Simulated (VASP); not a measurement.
# MoSe2 (P6_3/mmc) in VASP: settings compared

One crystal, MoSe2, is run at these levels: LDA, PBE+D3(BJ); tasks: relaxation of cell and atoms.

All numbers are computed with VASP 6.6.1; they aren't measurements. Logs are shortened: lines on timing, memory, paths and dates and some standing lists are left out, and cuts for length are marked.

### 1 Starting point

It takes space group P6_3/mmc (No. 194, hexagonal). The conventional cell has a = 3.252 Å, b = 3.252 Å, c = 12.739 Å, α = 90.00°, β = 90.00°, γ = 120.00°. Mo (site symmetry -6m2) is surrounded by 6 Se at 2.51 Å. Se (site symmetry 3m) has 3 Mo at 2.51 Å as nearest neighbours.

### 2 Relaxation of cell and atoms, LDA

The input, INCAR:

```
SYSTEM = MoSe2
  ALGO = Normal
  EDIFF = 1E-7
  EDIFFG = -0.005
  ENCUT = 600
  IBRION = 2
  ISIF = 3
  ISMEAR = 0
  KPAR = 2
  LASPH = .TRUE.
  LCHARG = .FALSE.
  LREAL = .FALSE.
  LWAVE = .FALSE.
  NELM = 80
  NSW = 90
  PREC = Accurate
  SIGMA = 0.03
```

The input, KPOINTS:

```
k-points
0
G
  9 9 2
  0 0 0
```

The input, POSCAR:

```
MoSe2                                   
1.0
    3.2518070665      0.0000000000      0.0000000000
   -1.6259035332      2.8161475277     -0.0000000000
    0.0000000000     -0.0000000000     12.7387744519
  Mo              Se            
     2     4
Direct
     0.3333333332999970    0.6666666667000030    0.2500000000000000
     0.6666666667000030    0.3333333332999970    0.7500000000000000
     0.3333333332999970    0.6666666667000030    0.6196545790875785
     0.6666666667000030    0.3333333332999970    0.1196545790875785
     0.3333333332999970    0.6666666667000030    0.8803454209124215
     0.6666666667000030    0.3333333332999970    0.3803454209124214
```

Potentials or basis: VASP PAW LDA potentials, release 64 (Mo_sv, Se).

Launch:

```bash
> cat potpaw_LDA.64/Mo_sv/POTCAR potpaw_LDA.64/Se/POTCAR > POTCAR
> mpirun -np 2 vasp_std > vasp.out
```

OUTCAR:

```text
SYSTEM = MoSe2
   EDIFF = 1E-7
   EDIFFG = -0.005
   ENCUT = 600
   IBRION = 2
   ISIF = 3
   ISMEAR = 0
   LASPH = .TRUE.
   LREAL = .FALSE.
   NELM = 80
   NSW = 90
   PREC = Accurate

 ion  position               nearest neighbor table
   1  0.333  0.667  0.250-   4 2.51   6 2.51   4 2.51   6 2.51   4 2.51   6 2.51
   2  0.667  0.333  0.750-   3 2.51   5 2.51   3 2.51   5 2.51   3 2.51   5 2.51
   3  0.333  0.667  0.620-   2 2.51   2 2.51   2 2.51
   4  0.667  0.333  0.120-   1 2.51   1 2.51   1 2.51
   5  0.333  0.667  0.880-   2 2.51   2 2.51   2 2.51
   6  0.667  0.333  0.380-   1 2.51   1 2.51   1 2.51

  LATTYP: Found a hexagonal cell.
 ALAT       =     3.2518070665
 C/A-ratio  =     3.9174447289

  Lattice vectors:

 A1 = (   3.2518070665,   0.0000000000,   0.0000000000)
 A2 = (  -1.6259035332,   2.8161475277,   0.0000000000)
 A3 = (   0.0000000000,   0.0000000000,  12.7387744519)

Analysis of symmetry for initial positions (statically):
=====================================================================
 Subroutine PRICEL returns:
 Original cell was already a primitive cell.

 Routine SETGRP: Setting up the symmetry group for a
 hexagonal supercell.

 Subroutine GETGRP returns: Found 24 space group operations
 (whereof 12 operations were pure point group operations)
 out of a pool of 24 trial point group operations.

The static configuration has the point symmetry D_3d.
 The point group associated with its full space group is D_6h.

Analysis of symmetry for dynamics (positions and initial velocities):
=====================================================================
 Subroutine PRICEL returns:
 Original cell was already a primitive cell.

 Routine SETGRP: Setting up the symmetry group for a
 hexagonal supercell.

 Subroutine GETGRP returns: Found 24 space group operations
 (whereof 12 operations were pure point group operations)
 out of a pool of 24 trial point group operations.

The dynamic configuration has the point symmetry D_3d.
 The point group associated with its full space group is D_6h.

 Subroutine INISYM returns: Found 24 space group operations
 (whereof 12 operations are pure point group operations),
 and found     1 'primitive' translations

----------------------------------------------------------------------------------------

                                     Primitive cell

  volume of cell :     116.6562

  direct lattice vectors                    reciprocal lattice vectors
     3.251807067  0.000000000  0.000000000     0.307521320  0.177547517  0.000000000
    -1.625903533  2.816147528  0.000000000     0.000000000  0.355095033  0.000000000
     0.000000000  0.000000000 12.738774452     0.000000000  0.000000000  0.078500487

  length of vectors
     3.251807067  3.251807066 12.738774452     0.355095033  0.355095033  0.078500487

  position of ions in fractional coordinates (direct lattice)
     0.333333333  0.666666667  0.250000000
     0.666666667  0.333333333  0.750000000
     0.333333333  0.666666667  0.619654579
     0.666666667  0.333333333  0.119654579
     0.333333333  0.666666667  0.880345421
     0.666666667  0.333333333  0.380345421

  ion indices of the primitive-cell ions
   primitive index   ion index
                 1           1
                 2           2
                 3           3
                 4           4
                 5           5
                 6           6

----------------------------------------------------------------------------------------

 KPOINTS: k-points

Automatic generation of k-mesh.
 Grid dimensions read from file:
 generate k-points for:    9    9    2

 Generating k-lattice:

  Cartesian coordinates                     Fractional coordinates (reciprocal lattice)
     0.034169036  0.019727502  0.000000000     0.111111111  0.000000000  0.000000000
     0.000000000  0.039455004  0.000000000     0.000000000  0.111111111  0.000000000
     0.000000000  0.000000000  0.039250244     0.000000000  0.000000000  0.500000000

  Length of vectors
     0.039455004  0.039455004  0.039250244

  Shift w.r.t. Gamma in fractional coordinates (k-lattice)
     0.000000000  0.000000000  0.000000000

 Subroutine IBZKPT returns following result:
 ===========================================

 Found     24 irreducible k-points:

 Following reciprocal coordinates:
            Coordinates               Weight
  0.000000  0.000000  0.000000      1.000000
  0.111111 -0.000000  0.000000      6.000000
  0.222222 -0.000000  0.000000      6.000000
  0.333333  0.000000  0.000000      6.000000
  0.444444 -0.000000  0.000000      6.000000
  0.111111  0.111111  0.000000      6.000000
[... 16 lines left out ...]
  0.333333  0.222222  0.500000     12.000000
  0.333333  0.333333  0.500000      2.000000
   k-points           NKPTS =     24   k-points in BZ     NKDIM =     24   number of bands    NBANDS=     31
   number of dos      NEDOS =    301   number of ions     NIONS =      6
   total plane-waves  NPLWV =  84672
   dimension x,y,z NGX =    28 NGY =   28 NGZ =  108
   dimension x,y,z NGXF=    56 NGYF=   56 NGZF=  216
   ions per type =               2   4
   NGX,Y,Z   is equivalent  to a cutoff of  14.31, 14.31, 14.09 a.u.
   NGXF,Y,Z  is equivalent  to a cutoff of  28.63, 28.63, 28.19 a.u.
 SYSTEM =  MoSe2
   PREC   = accura    normal or accurate (medium, high low for compatibility)
   ISTART =      0    job   : 0-new  1-cont  2-samecut
   ICHARG =      2    charge: 1-file 2-atom 10-const
   ISPIN  =      1    spin polarized calculation?
   LNONCOLLINEAR =      F non collinear calculations
   LSORBIT =      F    spin-orbit coupling
   LASPH  =      T    aspherical Exc in radial PAW
   ENCUT  =  600.0 eV  44.10 Ry    6.64 a.u.   6.49  6.49 25.44*2*pi/ulx,y,z
   NELM   =     80;   NELMIN=  2; NELMDL= -5     # of ELM steps
   EDIFF  = 0.1E-06   stopping-criterion for ELM
   LREAL  =      F    real-space projection
   EDIFFG = -.5E-02   stopping-criterion for IOM
   NSW    =     90    number of steps for IOM
   IBRION =      2    ionic relax: 0-MD 1-quasi-New 2-CG
   NFREE  =      1    steps in history (QN), initial steepest desc. (CG)
   ISIF   =      3    stress and relaxation
   ISYM   =      2    0-nonsym 1-usesym 2-fastsym
   POTIM  = 0.5000    time-step for ionic-motion
   TEBEG  =    0.0;   TEEND  =   0.0 temperature during run
   PSTRESS=    0.0 pullay stress
   NELECT =      52.0000    total number of electrons
   NUPDOWN=      -1.0000    fix difference up-down
   EMIN   =  10.00;   EMAX   =-10.00  energy-range for DOS
   EFERMI =   0.00;   METHOD = LEGACY
   ISMEAR =     0;   SIGMA  =   0.03  broadening in eV -4-tet -1-fermi 0-gaus
   EFERMI_NEDOS =   21; number of points for ismear=-14 and -15
   IALGO  =     38    algorithm
   IMIX   =      4    mixing-type and parameters
     AMIX     =   0.40;   BMIX     =  1.00
     AMIX_MAG =   1.60;   BMIX_MAG =  1.00
  volume/ion in A,a.u.               =      19.44       131.21
  Fermi-wavevector in a.u.,A,eV,Ry     =   1.250566  2.363227 21.278365  1.563916
  Thomas-Fermi vector in A             =   2.384554
   LORBIT       =      0    0 simple, 1 ext, 2 COOP (PROOUT), +10 PAW based schemes
   GGA     = CA    functional components
   LHFCALC =     F    Hartree Fock is set to
   AEXX    =    0.0000 exact exchange contribution
   IVDW    =     0    specifies the selected vdW correction
   LEPSILON=     F    determine dielectric tensor
   LRPA    =     F    only Hartree local field effects (RPA)
 conjugate gradient relaxation of ions
 non-spin polarized calculation
 Gauss-broadening in eV      SIGMA  =   0.03
  energy-cutoff  :      600.00
  volume of cell :      116.66
 maximum number of plane-waves:      3974
 NGX is ok and might be reduce to    28
   NGX = 13   NGY = 13   NGZ = 51

 number of electron      52.0000002 magnetization

 Free energy of the ion-electron system (eV)
  ---------------------------------------------------
  ext. energy  EPLUGINS =         0.00000000
  ---------------------------------------------------
  free energy    TOTEN  =       -45.26957552 eV

  energy without entropy =      -45.26957552  energy(sigma->0) =      -45.26957552

 E-fermi :   7.1992     XC(G=0): -11.1393

 val. band max:        6.8952635661   @ k =   0.0000   0.0000   0.0000
 cond. band min:       7.7227245999   @ k =   0.2222   0.1111   0.0000
 fundamental gap:      0.8274610338
 Fermi energy:         7.1992409427

 k-point     1 :       0.0000    0.0000    0.0000
  band No.  band energies     occupation
      1     -53.9372      2.00000
      2     -53.9372      2.00000
      3     -28.3284      2.00000
      4     -28.3284      2.00000
      5     -28.0909      2.00000
      6     -28.0909      2.00000
[... 23 lines left out ...]
     30       9.5148      0.00000
     31       9.6136      0.00000

 k-point     2 :       0.1111   -0.0000    0.0000
  band No.  band energies     occupation
      1     -53.9337      2.00000
      2     -53.9337      2.00000
      3     -28.3207      2.00000
      4     -28.3206      2.00000
      5     -28.1278      2.00000
      6     -28.1278      2.00000
[... 23 lines left out ...]
     30       9.2699      0.00000
     31       9.3221      0.00000

 k-point     3 :       0.2222   -0.0000    0.0000
  band No.  band energies     occupation
      1     -53.9250      2.00000
      2     -53.9250      2.00000
      3     -28.3009      2.00000
      4     -28.3008      2.00000
      5     -28.2200      2.00000
      6     -28.2200      2.00000
[... 703 lines left out ...]
     30       9.0339      0.00000
     31       9.4323      0.00000

 k-point    24 :       0.3333    0.3333    0.5000
  band No.  band energies     occupation
      1     -53.9038      2.00000
      2     -53.9038      2.00000
      3     -28.3234      2.00000
      4     -28.3234      2.00000
      5     -28.2863      2.00000
      6     -28.2863      2.00000
[... 23 lines left out ...]
     30       8.9376      0.00000
     31       9.6798      0.00000

------------------------ aborting loop because EDIFF is reached ----------------------------------------

  FORCE on cell =-STRESS in cart. coord.  units (eV):
  Direction    XX          YY          ZZ          XY          YZ          ZX
  --------------------------------------------------------------------------------------
  -------------------------------------------------------------------------------------
  Total        0.0049556      0.0049556      0.0162914      0.0000000      0.0000000      0.0000000
  in kB        0.0680614      0.0680614      0.2237486      0.0000000      0.0000000      0.0000000
  external PRESSURE =       0.1199572 kB  Pullay stress =       0.0000000 kB

 VOLUME and BASIS-vectors are now :
 -----------------------------------------------------------------------------
  energy-cutoff  :      600.00
  volume of cell :      116.66
      direct lattice vectors                 reciprocal lattice vectors
     3.251807067  0.000000000  0.000000000     0.307521320  0.177547517  0.000000000
    -1.625903533  2.816147528  0.000000000     0.000000000  0.355095033  0.000000000
     0.000000000  0.000000000 12.738774452     0.000000000  0.000000000  0.078500487

 POSITION                                       TOTAL-FORCE (eV/Angst)
 -----------------------------------------------------------------------------------
     -0.00000      1.87743      3.18469        -0.000000      0.000000      0.000000
      1.62590      0.93872      9.55408         0.000000     -0.000000      0.000000
     -0.00000      1.87743      7.89364         0.000000     -0.000000      0.000326
      1.62590      0.93872      1.52425         0.000000     -0.000000      0.000326
     -0.00000      1.87743     11.21452         0.000000      0.000000     -0.000326
      1.62590      0.93872      4.84513         0.000000      0.000000     -0.000326
 -----------------------------------------------------------------------------------
    total drift:                               -0.000000      0.000000     -0.000000

  FREE ENERGIE OF THE ION-ELECTRON SYSTEM (eV)
  ---------------------------------------------------
  free  energy   TOTEN  =       -45.2695755162 eV

  energy  without entropy=      -45.2695755162  energy(sigma->0) =      -45.26957552

 reached required accuracy - stopping structural energy minimisation
```

Wall time 31 s (2 MPI ranks of AMD EPYC 9R45 (Zen 5), shared host); peak memory 0.25 GiB.

Results:

| Item | Value |
| --- | --- |
| Free energy | -45.2696 eV |
| Pressure after relaxing | 0.0 GPa |
| Band gap on the k mesh | 0.83 eV, indirect (least direct gap 1.51 eV) |

Final structure:
```yaml
crystal:
  lattice:
    - [3.25181, 0.00000, 0.00000]
    - [-1.62590, 2.81615, 0.00000]
    - [0.00000, 0.00000, 12.73877]
  atoms:
    - { symbol: Mo, position: [0.33333, 0.66667, 0.25000] }
    - { symbol: Mo, position: [0.66667, 0.33333, 0.75000] }
    - { symbol: Se, position: [0.33333, 0.66667, 0.61965] }
    - { symbol: Se, position: [0.66667, 0.33333, 0.11965] }
    - { symbol: Se, position: [0.33333, 0.66667, 0.88035] }
    - { symbol: Se, position: [0.66667, 0.33333, 0.38035] }
```

Caveat: the relaxation stopped at its first step, so nothing moved; an odd mesh through Γ misses points on the zone boundary, where band edges often lie.

(Part 1 of 2 ends here.)
